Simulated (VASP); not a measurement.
Write the native input for VASP 6.6.1 that does the following.

```yaml
Task: single point
Functional: r2SCANh
Potentials_or_basis: VASP PAW PBE potentials, release 64 (Se)
Cutoff: 520 eV
k_mesh: 4 × 4 × 4
Occupations: fermi-dirac, width 0.1 eV
Spin: no spin polarisation
Dipole_correction: no
Exchange_at_q_=_0: truncated
Grid_for_exact_exchange_PRECFOCK: Normal
Further_INCAR_settings: ALGO = Normal; EDIFF = 1e-06; NBANDS = 16
```

Se:

```
CELL_PARAMETERS angstrom
4.49306 0.00000 0.00000
-2.24653 3.89110 0.00000
0.00000 0.00000 4.99239
ATOMIC_POSITIONS crystal
Se 0.21783 0.00000 0.33333
Se 0.00000 0.21783 0.66667
Se 0.78217 0.78217 0.00000
```

These files were run (other wordings do the same):

POSCAR

```
Se
1.0
    4.4930559597      0.0000000000      0.0000000000
   -2.2465279799      3.8911006017      0.0000000000
    0.0000000000      0.0000000000      4.9923930172
Se
3
Direct
    0.2178291908      0.0000000000      0.3333333333
    1.0000000000      0.2178291908      0.6666666667
    0.7821708092      0.7821708092      0.0000000000
```

INCAR.step1

```
  PREC = Accurate
  ENCUT = 520
  EDIFF = 1E-5
  ISMEAR = -1
  SIGMA = 0.1
  LREAL = F
  LASPH = T
  NELM = 80
  ALGO = Normal
  ISIF = 2
  LWAVE = T
  GGA = PE
  NBANDS = 16
```

INCAR.step2

```
  PREC = Accurate
  ENCUT = 520
  EDIFF = 1E-6
  ISMEAR = -1
  SIGMA = 0.1
  LREAL = F
  LASPH = T
  NELM = 80
  ALGO = Normal
  ISIF = 2
  LWAVE = F
  LCHARG = T
  METAGGA = R2SCAN
  LHFCALC = T
  AEXX = 0.1
  LMIXTAU = T
  PRECFOCK = Normal
  HFRCUT = -1
  LELF = T
  LVHAR = T
  ISTART = 1
  NBANDS = 16
```

KPOINTS

```
Automatic mesh
0
Gamma
  4 4 4
```

Potentials or basis: VASP PAW PBE potentials, release 64 (Se).

Launch:

```bash
$ cat potpaw_PBE.64/Se/POTCAR > POTCAR
$ cp INCAR.step1 INCAR
$ mpirun -np 1 vasp_std > vasp.out
$ cp INCAR.step2 INCAR
$ mpirun -np 1 vasp_std > vasp.out
```

Results of the run:

| Item | Value |
| --- | --- |
| Pressure | -0.6 GPa |
| Largest force | 0.186 eV/Å |
| Band gap on the k mesh | 2.08 eV, indirect (least direct gap 2.34 eV) |

Caveat: the PAW data sets were made with another functional, which shifts forces and pressure a little.

Run time: 18 min on 1 thread of Intel(R) Xeon(R) Platinum 8559C (Emerald Rapids), on a shared host, peak memory 0.24 GiB.
